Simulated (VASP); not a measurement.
# BN (Fmm2) in VASP: notebook, part 2 of 3

VASP 6.6.1. Earlier steps stand in the parts before.

## (3) G0W0 quasiparticle levels, PBE

File POSCAR:

```
BN
1.0
    0.0000000000      3.4953158300      2.1660912400
    1.2516321000      0.0000000000      2.1660912400
    1.2516321000      3.4953158300      0.0000000000
N B
1 1
Direct
    0.6666513400      0.6666513400      0.3333486600
    0.0000486500      0.0000486500      0.9999513500
```

File INCAR.step1:

```
SYSTEM = BN
PREC = Accurate ; ENCUT = 450
EDIFF = 1E-8 ; ISMEAR = 0
SIGMA = 0.01 ; LREAL = .FALSE.
LASPH = .TRUE. ; NELM = 80
ALGO = Normal ; LWAVE = .TRUE.
LCHARG = .FALSE. ; GGA = PE
```

File INCAR.step2:

```
SYSTEM = BN
PREC = Accurate ; ENCUT = 450
EDIFF = 1E-8 ; ISMEAR = 0
SIGMA = 0.01 ; LREAL = .FALSE.
LASPH = .TRUE. ; NELM = 1
ALGO = Exact ; LWAVE = .TRUE.
LCHARG = .FALSE. ; GGA = PE
NBANDS = 60 ; LOPTICS = .TRUE.
ISTART = 1
```

File INCAR.step3:

```
SYSTEM = BN
PREC = Accurate ; ENCUT = 450
EDIFF = 1E-8 ; ISMEAR = 0
SIGMA = 0.01 ; LREAL = .FALSE.
LASPH = .TRUE. ; ALGO = EVGW0
LWAVE = .FALSE. ; LCHARG = .FALSE.
GGA = PE ; NELMGW = 1
NBANDS = 60 ; ENCUTGW = 120
NOMEGA = 50 ; PRECFOCK = Fast
ISTART = 1 ; NBANDSGW = 12
```

File KPOINTS:

```
Automatic mesh
0
G
  8 8 8
  0 0 0
```

Potentials or basis: VASP PAW PBE potentials, release 64 (N_GW, B_GW).

Started as:

```
$ cat potpaw_PBE.64/N_GW/POTCAR potpaw_PBE.64/B_GW/POTCAR > POTCAR
$ cp INCAR.step1 INCAR
$ mpirun -np 1 vasp_std > vasp.out
$ cp INCAR.step2 INCAR
$ mpirun -np 1 vasp_std > vasp.out
$ cp INCAR.step3 INCAR
$ mpirun -np 1 vasp_std > vasp.out
```

OUTCAR:

```text
SYSTEM = BN
   PREC = Accurate
   ENCUT = 450
   EDIFF = 1E-8
   ISMEAR = 0
   LREAL = .FALSE.
   LASPH = .TRUE.
   GGA = PE
   NELMGW = 1
   ENCUTGW = 120
   PRECFOCK = Fast
   ISTART = 1

 ion  position               nearest neighbor table
   1  0.667  0.667  0.333-   2 1.44   2 1.44   2 1.44
   2  0.000  0.000  1.000-   1 1.44   1 1.44   1 1.44

  LATTYP: Found a face centered orthorhombic cell.
 ALAT       =     2.5032642000
 B/A-ratio  =     1.7306133647
 C/A-ratio  =     2.7926064137

  Lattice vectors:

 A1 = (   0.0000000000,   3.4953158300,   2.1660912400)
 A2 = (  -1.2516321000,   3.4953158300,   0.0000000000)
 A3 = (  -1.2516321000,   0.0000000000,   2.1660912400)

Analysis of symmetry for initial positions (statically):
[... 168 lines left out ...]
   NELMGW              =     1    number of iterations in solving QP/BSE equation
   NELMHF              =     1    number of iterations in the inner HF iteration
   NKREDLFX            =     1    NKREDLFY  =   1   NKREDLFZ  =   1
 non-spin polarized calculation
 Gauss-broadening in eV      SIGMA  =   0.01
  energy-cutoff  :      450.00
  volume of cell :       18.95
 maximum number of plane-waves:       431
  NGX = 20; NGY = 12; NGZ = 18
   NGX = 15   NGY =  9   NGZ = 13
 maximum number of plane-waves:        60
 NGX is ok and might be reduce to    18

 QP shifts <psi_nk| G(iteration)W_0 |psi_nk>: iteration 1
 for sc-GW calculations column KS-energies equals QP-energies in previous step
 and V_xc(KS)=  KS-energies - (<T + V_ion + V_H > + <T+V_H+V_ion>^1  + <V_x>^1)

 k-point   1 :       0.0000    0.0000    0.0000
  band No.  KS-energies  QP-energies   sigma(KS)   V_xc(KS)     V^pw_x(r,r')   Z            occupation Imag(sigma)

      1     -15.8570     -17.6417     -18.4736     -15.9915     -26.6586       0.7191       2.0000       1.2611
      2      -2.4618      -3.6235     -15.7585     -14.1870     -19.3647       0.7392       2.0000       0.1906
      3       0.5938      -0.3617     -19.3812     -18.1809     -22.6028       0.7961       2.0000       0.0933
      4       0.6015      -0.3570     -19.3982     -18.1964     -22.6160       0.7976       2.0000       0.0934
      5       6.8797       7.1355      -7.6900      -7.9943      -3.9888       0.8406       0.0000      -0.0814
      6      13.5358      15.3583     -12.0109     -14.2643      -7.2409       0.8088       0.0000      -0.1093
      7      13.5956      15.4317     -12.0621     -14.3360      -7.2764       0.8075       0.0000      -0.1101
      8      15.0020      16.5099     -13.0615     -15.0962      -6.2737       0.7410       0.0000      -0.6545
      9      16.4449      17.7550     -12.2418     -13.9352      -6.5937       0.7737       0.0000      -0.2162
     10      27.6224      28.4724      -8.9492     -10.0115      -2.5874       0.8001       0.0000      -0.9736
     11      28.7939      29.6510      -8.3699      -9.4545      -1.9852       0.7903       0.0000      -0.9118
     12      30.4620      31.5401      -8.7333     -10.0308      -3.2063       0.8310       0.0000      -0.9634
[... 356 lines left out ...]
      1     -14.6059     -16.3932     -18.8257     -16.4198     -26.6831       0.7429       2.0000       1.1666
      2      -3.1814      -4.4723     -18.4350     -16.7356     -22.4744       0.7596       2.0000       0.1605
      3      -1.7826      -2.9788     -15.2196     -13.6292     -18.4632       0.7521       2.0000       0.1651
      4      -1.0223      -2.1124     -18.9266     -17.5377     -22.4598       0.7848       2.0000       0.1117
      5       9.8389      10.7320     -10.4295     -11.5461      -6.1802       0.7999       0.0000      -0.1208
      6      12.2026      13.4167     -11.2728     -12.8395      -5.9780       0.7749       0.0000      -0.2189
      7      13.4877      14.6502     -10.4451     -11.8888      -5.5776       0.8052       0.0000      -0.1799
      8      18.0383      19.9696     -12.7019     -15.2075      -6.9244       0.7708       0.0000      -0.2582
      9      18.8742      20.2757     -12.1628     -13.9902      -6.0009       0.7669       0.0000      -0.4471
     10      22.7735      23.5218      -8.2568      -9.1688      -2.7700       0.8206       0.0000      -0.6035
     11      26.9796      27.9715      -8.3882      -9.5690      -3.0799       0.8400       0.0000      -0.7381
     12      27.6685      28.6440      -8.3690      -9.5538      -2.6302       0.8233       0.0000      -0.8303

 [... further k-points ...]
```

Run time: 35 min. Hardware: 1 thread of Intel Xeon Platinum 8488C (Sapphire Rapids), shared host; peak memory 0.89 GiB.

Results:

| Quantity | Value |
| --- | --- |
| Band gap on the k mesh, mean-field level | 3.83 eV, indirect (least direct gap 4.81 eV) |
| Quasiparticle gap | 5.27 eV |
| Least direct quasiparticle gap | 6.50 eV |

Levels at points of the mesh, in eV from the valence-band top:
```csv
k point,band 2,band 3,band 4,band 5,band 6,band 7
"(0.00, 0.00, 0.00)",-4.50,-1.45,-1.44,4.84,11.49,11.55
"(0.50, 0.00, 0.00)",-9.02,-4.24,-1.04,4.62,9.80,13.31
"(0.50, 0.50, 0.00)",-9.11,-4.24,-0.54,5.76,9.38,12.22
"(0.50, 0.00, 0.50)",-6.14,-1.46,-1.44,9.55,11.45,11.52
"(0.00, 0.50, 0.50)",-8.92,-4.28,-1.48,3.83,9.87,14.49
```

Caveat: the cutoff is under 1.25 times the usual one of these potentials, so pressure, stress and relaxed cells hold a basis-set (Pulay) error; bands, screening cutoff and mesh are small and nothing is extrapolated, so the quasiparticle values aren't converged.

## (4) Band structure, PBE-EpsX

POSCAR is that of step 3.

File INCAR.step1:

```
SYSTEM = BN
PREC = Accurate
ENCUT = 520
EDIFF = 1E-8
ISMEAR = 0
SIGMA = 0.02
LREAL = .FALSE.
LASPH = .TRUE.
NELM = 60
ALGO = Normal
ISIF = 2
LWAVE = .FALSE.
LCHARG = .FALSE.
GGA = PE
LEPSILON = .TRUE.
```

File KPOINTS.step1:

```
Automatic mesh
0
G
  12 12 12
  0 0 0
```

File INCAR.step2:

```
SYSTEM = BN
PREC = Accurate
ENCUT = 520
EDIFF = 1E-5
ISMEAR = 0
SIGMA = 0.02
LREAL = .FALSE.
LASPH = .TRUE.
NELM = 60
ALGO = Normal
ISIF = 2
LWAVE = .TRUE.
LCHARG = .FALSE.
GGA = PE
```

File KPOINTS.step2:

```
regular mesh
0
G
  8 8 8
  0 0 0
```

File INCAR.step3:

```
SYSTEM = BN
PREC = Accurate
ENCUT = 520
EDIFF = 1E-6
ISMEAR = 0
SIGMA = 0.02
LREAL = .FALSE.
LASPH = .TRUE.
NELM = 60
ALGO = Normal
ISIF = 2
LWAVE = .FALSE.
LCHARG = .FALSE.
GGA = PE
LHFCALC = .TRUE.
AEXX = 0.2575
PRECFOCK = Fast
ISTART = 1
HFRCUT = -1
```

File KPOINTS.step3:

```
regular mesh
0
G
  8 8 8
  0 0 0
```

File KPOINTS_OPT:

```
path GYTZGXA1Y,TX1,XAZ,LG
10
line-mode
reciprocal
 0.0000000000  0.0000000000  0.0000000000  G
-0.5000000000 -0.5000000000  0.0000000000  Y

-0.5000000000 -0.5000000000  0.0000000000  Y
-1.0000000000 -0.5000000000 -0.5000000000  T

-1.0000000000 -0.5000000000 -0.5000000000  T
-0.5000000000  0.0000000000 -0.5000000000  Z

-0.5000000000  0.0000000000 -0.5000000000  Z
 0.0000000000  0.0000000000  0.0000000000  G

 0.0000000000  0.0000000000  0.0000000000  G
 0.0000000000 -0.3655286517 -0.3655286517  X

 0.0000000000 -0.3655286517 -0.3655286517  X
-0.5000000000 -0.6985850042 -0.1985850042  A1

-0.5000000000 -0.6985850042 -0.1985850042  A1
-0.5000000000 -0.5000000000  0.0000000000  Y

-1.0000000000 -0.5000000000 -0.5000000000  T
-1.0000000000 -0.6344713483 -0.6344713483  X1

 0.0000000000 -0.3655286517 -0.3655286517  X
-0.5000000000 -0.3014149958 -0.8014149958  A

-0.5000000000 -0.3014149958 -0.8014149958  A
-0.5000000000  0.0000000000 -0.5000000000  Z

-0.5000000000 -0.5000000000 -0.5000000000  L
 0.0000000000  0.0000000000  0.0000000000  G
```

Potentials or basis: VASP PAW PBE potentials, release 64 (N, B).

Started as:

```
$ cat potpaw_PBE.64/N/POTCAR potpaw_PBE.64/B/POTCAR > POTCAR
$ cp INCAR.step1 INCAR
$ cp KPOINTS.step1 KPOINTS
$ mpirun -np 1 vasp_std > vasp.out
$ cp INCAR.step2 INCAR
$ cp KPOINTS.step2 KPOINTS
$ mpirun -np 1 vasp_std > vasp.out
$ cp INCAR.step3 INCAR
$ cp KPOINTS.step3 KPOINTS
$ mpirun -np 1 vasp_std > vasp.out
```

OUTCAR:

```text
SYSTEM = BN
   PREC = Accurate
   ENCUT = 520
   EDIFF = 1E-6
   ISMEAR = 0
   LREAL = .FALSE.
   LASPH = .TRUE.
   NELM = 60
   ISIF = 2
   GGA = PE
   LHFCALC = .TRUE.
   AEXX = 0.2575
   PRECFOCK = Fast
   ISTART = 1

 ion  position               nearest neighbor table
   1  0.667  0.667  0.333-   2 1.44   2 1.44   2 1.44
   2  0.000  0.000  1.000-   1 1.44   1 1.44   1 1.44

  LATTYP: Found a face centered orthorhombic cell.
 ALAT       =     2.5032642000
 B/A-ratio  =     1.7306133647
 C/A-ratio  =     2.7926064137

  Lattice vectors:

 A1 = (   0.0000000000,   3.4953158300,   2.1660912400)
 A2 = (  -1.2516321000,   3.4953158300,   0.0000000000)
 A3 = (  -1.2516321000,   0.0000000000,   2.1660912400)

Analysis of symmetry for initial positions (statically):
=====================================================================
 Subroutine PRICEL returns:
 Original cell was already a primitive cell.

 Routine SETGRP: Setting up the symmetry group for a
 face centered orthorhombic supercell.

 Subroutine GETGRP returns: Found  4 space group operations
 (whereof  4 operations were pure point group operations)
 out of a pool of  8 trial point group operations.

The static configuration has the point symmetry C_2v.

Analysis of symmetry for dynamics (positions and initial velocities):
=====================================================================
 Subroutine PRICEL returns:
 Original cell was already a primitive cell.

 Routine SETGRP: Setting up the symmetry group for a
 face centered orthorhombic supercell.

 Subroutine GETGRP returns: Found  4 space group operations
 (whereof  4 operations were pure point group operations)
 out of a pool of  8 trial point group operations.

The dynamic configuration has the point symmetry C_2v.

 Subroutine INISYM returns: Found  4 space group operations
 (whereof  4 operations are pure point group operations),
 and found     1 'primitive' translations

----------------------------------------------------------------------------------------

                                     Primitive cell

  volume of cell :      18.9526

  direct lattice vectors                    reciprocal lattice vectors
     0.000000000  3.495315830  2.166091240    -0.399478409  0.143048590  0.230830535
     1.251632100  0.000000000  2.166091240     0.399478409 -0.143048590  0.230830535
     1.251632100  3.495315830  0.000000000     0.399478409  0.143048590 -0.230830535

  length of vectors
     4.112077822  2.501706252  3.712656147     0.483041027  0.483041027  0.483041027

  position of ions in fractional coordinates (direct lattice)
     0.666651340  0.666651340  0.333348660
     0.000048650  0.000048650  0.999951350

  ion indices of the primitive-cell ions
   primitive index   ion index
                 1           1
                 2           2

----------------------------------------------------------------------------------------

 KPOINTS: regular mesh

Automatic generation of k-mesh.
 Grid dimensions read from file:
[... 48 lines left out ...]
   number of dos      NEDOS =    301   number of ions     NIONS =      2
   total plane-waves  NPLWV =  17920
   dimension x,y,z NGX =    32 NGY =   20 NGZ =   28
   dimension x,y,z NGXF=    64 NGYF=   40 NGZF=   56
   ions per type =               1   1
   NGX,Y,Z   is equivalent  to a cutoff of  12.94, 13.29, 12.54 a.u.
   NGXF,Y,Z  is equivalent  to a cutoff of  25.87, 26.58, 25.08 a.u.
 SYSTEM =  BN
   PREC   = accura    normal or accurate (medium, high low for compatibility)
   ISTART =      1    job   : 0-new  1-cont  2-samecut
   ICHARG =      0    charge: 1-file 2-atom 10-const
   ISPIN  =      1    spin polarized calculation?
   LNONCOLLINEAR =      F non collinear calculations
   LSORBIT =      F    spin-orbit coupling
   LASPH  =      T    aspherical Exc in radial PAW
   ENCUT  =  520.0 eV  38.22 Ry    6.18 a.u.   7.65  4.65  6.90*2*pi/ulx,y,z
   NELM   =     60;   NELMIN=  2; NELMDL=  0     # of ELM steps
   EDIFF  = 0.1E-05   stopping-criterion for ELM
   LREAL  =      F    real-space projection
   EDIFFG = 0.1E-04   stopping-criterion for IOM
   NSW    =      0    number of steps for IOM
   IBRION =     -1    ionic relax: 0-MD 1-quasi-New 2-CG
   NFREE  =      0    steps in history (QN), initial steepest desc. (CG)
   ISIF   =      2    stress and relaxation
   ISYM   =      3    0-nonsym 1-usesym 2-fastsym
   POTIM  = 0.5000    time-step for ionic-motion
   TEBEG  =    0.0;   TEEND  =   0.0 temperature during run
   PSTRESS=    0.0 pullay stress
   NELECT =       8.0000    total number of electrons
   NUPDOWN=      -1.0000    fix difference up-down
   EMIN   =  10.00;   EMAX   =-10.00  energy-range for DOS
   EFERMI =   0.00;   METHOD = LEGACY
   ISMEAR =     0;   SIGMA  =   0.02  broadening in eV -4-tet -1-fermi 0-gaus
   EFERMI_NEDOS =   21; number of points for ismear=-14 and -15
   IALGO  =     38    algorithm
   IMIX   =      1    mixing-type and parameters
     AMIX     =   0.40;   BMIX     =  1.00
     AMIX_MAG =   1.60;   BMIX_MAG =  1.00
  volume/ion in A,a.u.               =       9.48        63.95
  Fermi-wavevector in a.u.,A,eV,Ry     =   1.228047  2.320672 20.518928  1.508099
  Thomas-Fermi vector in A             =   2.362987
   LORBIT       =      0    0 simple, 1 ext, 2 COOP (PROOUT), +10 PAW based schemes
   GGA     = PE    functional components
   LHFCALC =     T    Hartree Fock is set to
   PRECFOCK=fast      Normal, Fast or Accurate (Low or Medium for compatibility)
   ENCUT4O =  -1.0   cutoff for four orbital integrals eV
   NKREDX  =     1    reduce k-point grid by
   NKREDY  =     1    reduce k-point grid by
   NKREDZ  =     1    reduce k-point grid by
   AEXX    =    0.2575 exact exchange contribution
   HFSCREEN=    0.0000 screening length (either q_TF or 0.3 A-1)
   HFSCREENC=   0.0000 screening length for correlation (either q_TF or 0.3 A-1)
   ENCUTFOCK=  -1.0 apply spherical cutoff to Coloumb kernel
   IVDW    =     0    specifies the selected vdW correction
   LEPSILON=     F    determine dielectric tensor
   LRPA    =     F    only Hartree local field effects (RPA)
 non-spin polarized calculation
 Gauss-broadening in eV      SIGMA  =   0.02
  energy-cutoff  :      520.00
  volume of cell :       18.95
 maximum number of plane-waves:       529
  NGX = 20; NGY = 12; NGZ = 18

 number of electron       8.0000000 magnetization

 Free energy of the ion-electron system (eV)
  ---------------------------------------------------
  ext. energy  EPLUGINS =         0.00000000
  ---------------------------------------------------
  free energy    TOTEN  =       -21.45822987 eV

  energy without entropy =      -21.45822987  energy(sigma->0) =      -21.45822987

 E-fermi :   0.8853     XC(G=0):  -7.6104

 val. band max:        0.7876540337   @ k =   0.5000  -0.3750   0.1250
 cond. band min:       6.6443421416   @ k =   0.0000   0.5000   0.5000
 fundamental gap:      5.8566881079
 Fermi energy:         0.8852757818

 k-point     1 :       0.0000    0.0000    0.0000
  band No.  band energies     occupation
      1     -19.0118      2.00000
      2      -4.1933      2.00000
      3      -0.9356      2.00000
      4      -0.9272      2.00000
      5       7.5359      0.00000
      6      14.8619      0.00000
      7      14.9301      0.00000
      8      16.8452      0.00000
[... 243 lines left out ...]
 k-point    24 :       0.3750    0.0000    0.1250
  band No.  band energies     occupation
      1     -17.6534      2.00000
      2      -5.0682      2.00000
      3      -3.4233      2.00000
      4      -2.6910      2.00000
      5      10.8126      0.00000
      6      13.5265      0.00000
      7      14.6556      0.00000
      8      19.6913      0.00000

 [... further k-points ...]

------------------------ aborting loop because EDIFF is reached ----------------------------------------

  FORCE on cell =-STRESS in cart. coord.  units (eV):
  Direction    XX          YY          ZZ          XY          YZ          ZX
  --------------------------------------------------------------------------------------
  -------------------------------------------------------------------------------------
  Total       -0.3325916      0.1317187     -0.3317180      0.0000000      0.0000000      0.0000000
  in kB      -28.1159012     11.1349487    -28.0420492      0.0000000      0.0000000      0.0000000
  external PRESSURE =     -15.0076673 kB  Pullay stress =       0.0000000 kB

 VOLUME and BASIS-vectors are now :
 -----------------------------------------------------------------------------
  energy-cutoff  :      520.00
  volume of cell :       18.95
      direct lattice vectors                 reciprocal lattice vectors
     0.000000000  3.495315830  2.166091240    -0.399478409  0.143048590  0.230830535
     1.251632100  0.000000000  2.166091240     0.399478409 -0.143048590  0.230830535
     1.251632100  3.495315830  0.000000000     0.399478409  0.143048590 -0.230830535

 POSITION                                       TOTAL-FORCE (eV/Angst)
 -----------------------------------------------------------------------------------
      1.25163      3.49532      2.88806         0.000000      0.000000     -0.009762
      1.25163      3.49532      0.00021         0.000000      0.000000      0.009762
 -----------------------------------------------------------------------------------
    total drift:                                0.000006     -0.000011     -0.000037

  FREE ENERGIE OF THE ION-ELECTRON SYSTEM (eV)
  ---------------------------------------------------
  free  energy   TOTEN  =       -21.4582298746 eV

  energy  without entropy=      -21.4582298746  energy(sigma->0) =      -21.45822987
```

Wall time 72 min (1 thread of Intel Xeon Platinum 8488C (Sapphire Rapids), shared host); peak memory 0.36 GiB.

Results:

```
Free energy             : -21.4582 eV
Pressure                : -1.5 GPa
Largest force           : 0.010 eV/Å
Band gap on the k mesh  : 5.86 eV, indirect (least direct gap 6.99 eV)
Band gap along the path : 5.82 eV, indirect (least direct gap 6.76 eV)
```

Forces on the atoms (eV/Å):
```
N    0.000  0.000 -0.010
B    0.000  0.000  0.010
```

Levels at the corners of the path, in eV from the valence-band top:
```tsv
point	band 1	band 2	band 3	band 4	band 5	band 6	band 7	band 8
Γ	-19.84	-5.02	-1.76	-1.75	6.71	14.04	14.10	16.04
Y	-16.42	-10.14	-4.80	-0.64	8.03	11.68	14.35	15.86
Y	-16.42	-10.14	-4.80	-0.64	8.03	11.68	14.35	15.86
T	-16.31	-9.95	-4.85	-1.67	5.82	12.23	16.89	21.43
T	-16.31	-9.95	-4.85	-1.67	5.82	12.23	16.89	21.43
Z	-19.63	-6.81	-1.78	-1.75	11.92	13.98	14.06	14.49
Z	-19.63	-6.81	-1.78	-1.75	11.92	13.98	14.06	14.49
Γ	-19.84	-5.02	-1.76	-1.75	6.71	14.04	14.10	16.03
Γ	-19.84	-5.02	-1.76	-1.75	6.71	14.04	14.10	16.06
X	-15.79	-9.08	-7.75	-0.63	6.29	14.45	16.05	19.99
X	-15.79	-9.08	-7.75	-0.63	6.29	14.45	16.05	19.99
A1	-15.85	-9.00	-7.89	-0.49	7.16	15.45	15.87	17.17
A1	-15.85	-9.00	-7.89	-0.49	7.16	15.45	15.87	17.17
Y	-16.42	-10.14	-4.80	-0.64	8.03	11.68	14.35	15.86
T	-16.31	-9.95	-4.85	-1.67	5.82	12.23	16.89	21.43
X1	-15.79	-9.08	-7.75	-0.63	6.29	14.45	16.05	19.99
X	-15.79	-9.08	-7.75	-0.63	6.29	14.45	16.05	19.99
A	-15.85	-9.00	-7.89	-0.49	7.16	15.45	15.87	17.17
A	-15.85	-9.00	-7.89	-0.49	7.16	15.45	15.87	17.17
Z	-19.63	-6.81	-1.78	-1.75	11.92	13.98	14.06	14.49
L	-16.38	-10.05	-4.81	-1.18	6.70	12.16	15.58	17.90
Γ	-19.84	-5.02	-1.76	-1.75	6.71	14.04	14.10	16.07
```

Caveat: the PAW data sets were made with another functional, which shifts forces and pressure a little.

[end of part 2 of 3]
